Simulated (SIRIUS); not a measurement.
# Ag (P-1) in SIRIUS: single point with PBE

Aim: the single point of Ag with PBE.

All numbers are computed with SIRIUS 7.12.0; they aren't measurements. Logs are shortened: lines on timing, memory, paths and dates and some standing lists are left out, and cuts for length are marked. The log counts tension as positive stress, the text compression.

### 1 The cell of the first run

The typed cell holds 1 atom: a = 2.903 Å, b = 2.849 Å, c = 2.929 Å, α = 59.37°, β = 60.94°, γ = 59.11°.

### 2 Single point, PBE (cell strained at random at fixed volume)

sirius.json reads:

```json
{
  "control": {
    "processing_unit": "cpu",
    "verbosity": 2,
    "num_bands_to_print": 17,
    "print_forces": true,
    "print_stress": true
  },
  "parameters": {
    "electronic_structure_method": "pseudopotential",
    "xc_functionals": ["XC_GGA_X_PBE", "XC_GGA_C_PBE"],
    "gk_cutoff": 9.1,
    "pw_cutoff": 18.2,
    "ngridk": [11, 11, 11],
    "shiftk": [0, 0, 0],
    "smearing": "fermi_dirac",
    "smearing_width": 0.0018374661,
    "num_bands": 17,
    "num_mag_dims": 0,
    "num_dft_iter": 100,
    "energy_tol": 1e-08,
    "density_tol": 1e-06
  },
  "iterative_solver": {
    "type": "davidson",
    "min_tolerance": 1e-10
  },
  "mixer": {
    "type": "anderson",
    "beta": 0.7,
    "max_history": 8
  },
  "settings": {
    "tol_ne": 1e-10
  },
  "unit_cell": {
    "lattice_vectors": [
      [-0.002143396582, 0.702167489412, 0.712008583279],
      [0.694019964723, 0.01616967635, 0.693695165916],
      [0.718344398822, 0.708178506148, -0.008154757749]
    ],
    "lattice_vectors_scale": 5.486509484,
    "atom_coordinate_units": "lattice",
    "atom_types": ["Ag"],
    "atom_files": {
      "Ag": "Ag.json"
    },
    "atoms": {
      "Ag": [
        [0.002206, 0.028552, -0.010434]
      ]
    }
  }
}
```

Potentials or basis: PseudoDojo 0.4.1 PBE standard (scalar relativistic).

Command:

```bash
> upf_to_json Ag.upf
> OMP_NUM_THREADS=1 sirius.scf --input=sirius.json --output=out.json --task=0
```

Standard output:

```text
[info] SIRIUS version : 7.12.0
[info] number of MPI ranks           : 1
[info] MPI grid                      : 1 1
[info] maximum number of OMP threads : 1
[fft] FFT context for density and potential
[fft] =====================================
[fft]   comm size                             : 1
[fft]   plane wave cutoff                     : 18.2
[fft]   grid size                             : 36 36 36   total : 46656
[fft]   grid limits                           : -17 18   -17 18   -17 18
[fft]   number of G-vectors within the cutoff : 5859
[fft]   local number of G-vectors             : 5859
[fft]   number of G-shells                    : 5859
[fft] FFT context for coarse grid
[fft] =====================================
[fft]   comm size                             : 1
[fft]   plane wave cutoff                     : 18.2
[fft]   grid size                             : 36 36 36   total : 46656
[fft]   grid limits                           : -17 18   -17 18   -17 18
[fft]   number of G-vectors within the cutoff : 5859
[fft]   local number of G-vectors             : 5859
[fft]   number of G-shells                    : 5859
[unit cell] lattice vectors
[unit cell]   a1 :      -0.0117597657      3.8524485900      3.9064418448
[unit cell]   a2 :       3.8077471185      0.0887150826      3.8059651068
[unit cell]   a3 :       3.9412033569      3.8854280903     -0.0447411557
[unit cell] reciprocal lattice vectors
[unit cell]   b1 :      -0.8078446804      0.8285256747      0.7889104198
[unit cell]   b2 :       0.8383626354     -0.8408199413      0.8317222359
[unit cell]   b3 :       0.7818455570      0.8148204205     -0.8012046727
[unit cell] unit cell volume :       115.04618739 [a.u.^3]
[unit cell] 1/sqrt(omega)    :         0.09323176
[unit cell] MT volume        :         0.00000000 ( 0.00%)
[unit cell] IT volume        :       115.04618739 (100.00%)
[unit cell] number of atom types : 1
[unit cell] type id : 0 symbol : Ag mt_radius :  15.370000 num_atoms : 1
[unit cell] total number of atoms : 1
[unit cell] number of symmetry classes : 1
[unit cell] number of PAW atoms : 0
[unit cell] atom id  type id  class id             position                      vector_field
[unit cell] ------------------------------------------------------------------------------------------
[unit cell]      0        0        0      0.00221   0.02855  -0.01043      0.00000   0.00000   0.00000
[unit cell] atom id         position (Cartesian, a.u.)
[unit cell] ---------------------------------------------
[unit cell]      0       0.067570   -0.029509    0.117752
[unit cell] class id : 0 atom id : 0
[unit cell] minimum bond length:     5.363247
[unit cell] total number of pseudo wave-functions: 10
[sym] space group number   : 2
[sym] international symbol : P-1
[sym] Hall symbol          : -P 1
[sym] space group transformation matrix :
[sym]  -1.0000  0.0000  0.0000
[sym]   1.0000  1.0000  1.0000
[sym]  -0.0000  0.0000 -1.0000
[sym] space group origin shift :
[sym]   0.5022  0.9797  0.9896
[sym] number of space group operations  : 2
[sym] number of magnetic group operations : 2
[sym] metric tensor error: 0.0000e+00
[sym] rotation matrix error: 1.1102e-16
[sym] symmetry operations
[... list of symmetry operations ...]
[atom type] label          : Ag
[atom type] --------------------------------------------------------------------------------
[atom type] symbol         : Ag
[atom type] name           :
[atom type] zn             : 19
[atom type] mass           : 0
[atom type] mt_radius      : 15.37
[atom type] num_mt_points  : 1538
[atom type] grid_origin    : 0
[atom type] grid_name      : external
[atom type] number of core electrons    : 0
[atom type] number of valence electrons : 19
[atom type] total number of radial functions : 6
[atom type] lmax of radial functions         : 2
[... 150 lines left out ...]
[find] band gap (eV)                  :       0.00000000
[find] Efermi                         :       0.64154158
[find] iteration : 1, RMS (target) : 7.9566e-02 (1.0000e-06) , energy difference (target) : -6.5462e-03 (1.0000e-08)
[find] | SCF iteration   2 out of 100|
[diagonalize] iterative solver tolerance (occupied, empty): 0.0025 0.0025
[diagonalize] average number of iterations: 1.22823
[... levels, occupations and energy terms ...]
[find] Total energy                   :    -155.01834635 (Ha),    -310.03669269 (Ry)
[find] Free energy (E-TS)             :    -155.01843742 (Ha),    -310.03687484 (Ry)
[find] band gap (eV)                  :       0.00000000
[find] Efermi                         :       0.64812654
[find] iteration : 2, RMS (target) : 7.0294e-03 (1.0000e-06) , energy difference (target) : -2.5448e-03 (1.0000e-08)
[find] | SCF iteration   3 out of 100|
[diagonalize] iterative solver tolerance (occupied, empty): 0.000702935 0.000702935
[diagonalize] average number of iterations: 1.44444
[find] Total energy                   :    -155.01838566 (Ha),    -310.03677132 (Ry)
[find] Free energy (E-TS)             :    -155.01847760 (Ha),    -310.03695520 (Ry)
[find] band gap (eV)                  :       0.00000000
[find] Efermi                         :       0.64707399
[find] iteration : 3, RMS (target) : 2.3279e-03 (1.0000e-06) , energy difference (target) : -3.9311e-05 (1.0000e-08)
[find] | SCF iteration   4 out of 100|
[diagonalize] iterative solver tolerance (occupied, empty): 0.000232791 0.000232791
[diagonalize] average number of iterations: 1.64865
[find] Total energy                   :    -155.01838836 (Ha),    -310.03677671 (Ry)
[... 44 lines left out ...]
[find] | SCF iteration  10 out of 100|
[diagonalize] iterative solver tolerance (occupied, empty): 8.10346e-07 8.10346e-07
[diagonalize] average number of iterations: 1.24474
[find] Total energy                   :    -155.01838790 (Ha),    -310.03677579 (Ry)
[find] Free energy (E-TS)             :    -155.01847962 (Ha),    -310.03695924 (Ry)
[find] band gap (eV)                  :       0.00000000
[find] Efermi                         :       0.64722392
[find] iteration : 10, RMS (target) : 2.8148e-06 (1.0000e-06) , energy difference (target) : 7.3146e-10 (1.0000e-08)
[find] bands are converged : true
[find] iterative solver converged : false
[find] +------------------------------+
[find] | SCF iteration  11 out of 100|
[find] +------------------------------+
[diagonalize] iterative solver tolerance (occupied, empty): 2.81482e-07 2.81482e-07
[diagonalize] average number of iterations: 1.35736
[diagonalize] Lowest band energies
[diagonalize] ik:    0   -2.740311   -1.394891   -1.394803   -1.394688    0.354852    0.458702    0.462938    0.471712    0.501926    0.505358    1.233051    1.339181    1.359323    1.404716    1.530497    1.553269    1.562706
[diagonalize] ik:    1   -2.740262   -1.395267   -1.394922   -1.394804    0.364101    0.459006    0.463841    0.473365    0.501266    0.504462    1.228476    1.290144    1.352990    1.401604    1.518273    1.544109    1.586474
[diagonalize] ik:    2   -2.740130   -1.396541   -1.395100   -1.394986    0.388130    0.459914    0.466436    0.477412    0.502389    0.504333    1.138692    1.264970    1.357735    1.399724    1.482154    1.515916    1.544271
[diagonalize] ik:    3   -2.739957   -1.398215   -1.395367   -1.395179    0.407723    0.465913    0.476990    0.481710    0.509694    0.511936    1.011069    1.251354    1.348397    1.381793    1.486395    1.490579    1.508873
[diagonalize] ik:    4   -2.739799   -1.399748   -1.395624   -1.395344    0.408787    0.462170    0.473240    0.519518    0.525143    0.539495    0.887786    1.227574    1.321905    1.347729    1.476643    1.485857    1.549573
[diagonalize] ...
[diagonalize] ik:  661   -2.739454   -1.400219   -1.397461   -1.397104    0.411992    0.416975    0.516048    0.524826    0.538254    0.711274    0.928440    0.978588    1.019579    1.288792    1.349992    1.690598    1.847392
[diagonalize] ik:  662   -2.739523   -1.399688   -1.397554   -1.396794    0.420639    0.430523    0.489118    0.515880    0.533680    0.694544    0.902950    1.004640    1.055002    1.336378    1.410293    1.633446    1.767203
[diagonalize] ik:  663   -2.739608   -1.399641   -1.397119   -1.396332    0.427190    0.447206    0.471468    0.499162    0.531344    0.678993    0.837180    1.094128    1.103629    1.337902    1.510408    1.596731    1.679515
[diagonalize] ik:  664   -2.739683   -1.399996   -1.396424   -1.395831    0.419618    0.452528    0.481767    0.491808    0.530765    0.660263    0.788745    1.151305    1.193651    1.324192    1.515882    1.593199    1.692612
[diagonalize] ik:  665   -2.739724   -1.400271   -1.396008   -1.395506    0.410392    0.457928    0.472792    0.513709    0.530549    0.641514    0.764924    1.192867    1.269491    1.303104    1.518123    1.522797    1.645907
[find] Charges and magnetic moments
[find] --------------------------------------------------------------------------------
[find] total charge          : 19.000000
[find] Energy
[find] --------------------------------------------------------------------------------
[find] valence_eval_sum               :      -8.56198621
[find] <rho|V^{XC}>                   :     -19.39391606
[find] <rho|E^{XC}>                   :     -23.16764804
[find] <mag|B^{XC}>                   :       0.00000000
[find] <rho|V^{H}>                    :      71.03894272
[find] one-electron contribution      :     -60.20701286 (Ha),    -120.41402573 (Ry)
[find] hartree contribution           :      35.51947136
[find] xc contribution                :     -23.16764804
[find] ewald contribution             :    -107.16319992
[find] PAW contribution               :       0.00000000
[find] smearing (-TS)                 :      -0.00009172
[find] SCF correction                 :       0.00000157
[find] Total energy                   :    -155.01838790 (Ha),    -310.03677579 (Ry)
[find] Free energy (E-TS)             :    -155.01847962 (Ha),    -310.03695924 (Ry)
[find] band gap (eV)                  :       0.00000000
[find] Efermi                         :       0.64722399
[find] iteration : 11, RMS (target) : 7.3937e-07 (1.0000e-06) , energy difference (target) : -8.7056e-11 (1.0000e-08)
[find] bands are converged : true
[find] iterative solver converged : false
[find] converged after 12 SCF iterations!
[find] Charges and magnetic moments
[find] --------------------------------------------------------------------------------
[find] total charge          : 19.000000
[find] Energy
[find] --------------------------------------------------------------------------------
[find] valence_eval_sum               :      -8.56198621
[find] <rho|V^{XC}>                   :     -19.39391606
[find] <rho|E^{XC}>                   :     -23.16764804
[find] <mag|B^{XC}>                   :       0.00000000
[find] <rho|V^{H}>                    :      71.03894272
[find] one-electron contribution      :     -60.20701286 (Ha),    -120.41402573 (Ry)
[find] hartree contribution           :      35.51947136
[find] xc contribution                :     -23.16764804
[find] ewald contribution             :    -107.16319992
[find] PAW contribution               :       0.00000000
[find] smearing (-TS)                 :      -0.00009172
[find] SCF correction                 :       0.00000157
[find] Total energy                   :    -155.01838790 (Ha),    -310.03677579 (Ry)
[find] Free energy (E-TS)             :    -155.01847962 (Ha),    -310.03695924 (Ry)
[find] band gap (eV)                  :       0.00000000
[find] Efermi                         :       0.64722399
[ground_state] === stress tensor components [kbar] ===
[ground_state] === stress_kin ===
[ground_state] -90316.734216  -13.003317   32.364511
[ground_state]   -13.003317-90302.386960   -0.605628
[ground_state]    32.364511   -0.605628-90311.168559
[ground_state] === stress_har ===
[ground_state] -30299.033708 1047.203503-1185.816830
[ground_state]  1047.203503-30287.245258  393.703995
[ground_state] -1185.816830  393.703995-30248.438227
[ground_state] === stress_ewald ===
[ground_state] 91327.354325 1742.617353-1974.997811
[ground_state]  1742.61735391309.823740  661.325309
[ground_state] -1974.997811  661.32530991413.605490
[ground_state] === stress_vloc ===
[ground_state] 16186.491968-2762.410390 3120.849508
[ground_state] -2762.41039016183.030736-1046.785079
[ground_state]  3120.849508-1046.78507916048.613512
[ground_state] === stress_xc ===
[ground_state] -9083.760713    1.390720   -1.438327
[ground_state]     1.390720-9083.761782    0.597975
[ground_state]    -1.438327    0.597975-9083.643025
[ground_state] === stress_core ===
[ground_state] 24236.333046    0.122859   -0.135021
[ground_state]     0.12285924236.390570    0.019829
[ground_state]    -0.135021    0.01982924236.386206
[ground_state] === stress_nonloc ===
[ground_state] -2100.101339    2.542233   -6.008222
[ground_state]     2.542233-2102.789357    0.521706
[ground_state]    -6.008222    0.521706-2101.373181
[ground_state] === stress_us_nl ===
[ground_state] -2100.101339    2.542233   -6.008222
[ground_state]     2.542233-2102.789357    0.521706
[ground_state]    -6.008222    0.521706-2101.373181
[ground_state] === stress_total ===
[ground_state]   -49.450638   18.462959  -15.182190
[ground_state]    18.462959  -46.938311    8.778108
[ground_state]   -15.182190    8.778108  -46.017784
[ground_state] ==== total Forces in Ha/bohr =====
[ground_state] atom:    0, force:       0.0000000      0.0000000      0.0000000
[ground_state] ==== ultrasoft contribution from Qij =====
[ground_state] atom:    0, force:       0.0000000      0.0000000      0.0000000
[ground_state] ==== non-local contribution from Beta-projector =====
[ground_state] atom:    0, force:       0.0000000      0.0000000      0.0000000
[ground_state] ==== contribution from local potential =====
[ground_state] atom:    0, force:       0.0000000      0.0000000      0.0000000
[ground_state] ==== contribution from core density =====
[ground_state] atom:    0, force:       0.0000000      0.0000000      0.0000000
[ground_state] ==== Ewald forces from ions =====
[ground_state] atom:    0, force:       0.0000000      0.0000000      0.0000000
[~DFT_ground_state] local op. applied: 292961
[~DFT_ground_state] evp. work count: 71223.6
[~DFT_ground_state] number of iterative solver steps: 14319
```

Wall time 5.8 min (1 thread of Intel Xeon Platinum 8259CL at 2.50GHz (Skylake/Cascade Lake), shared host); peak memory 1.4 GiB.

What came out:

```yaml
Free_energy: -4218.2677 eV
Pressure: 4.7 GPa
Band_gap_on_the_k_mesh: none (metal or under the smearing width)
```
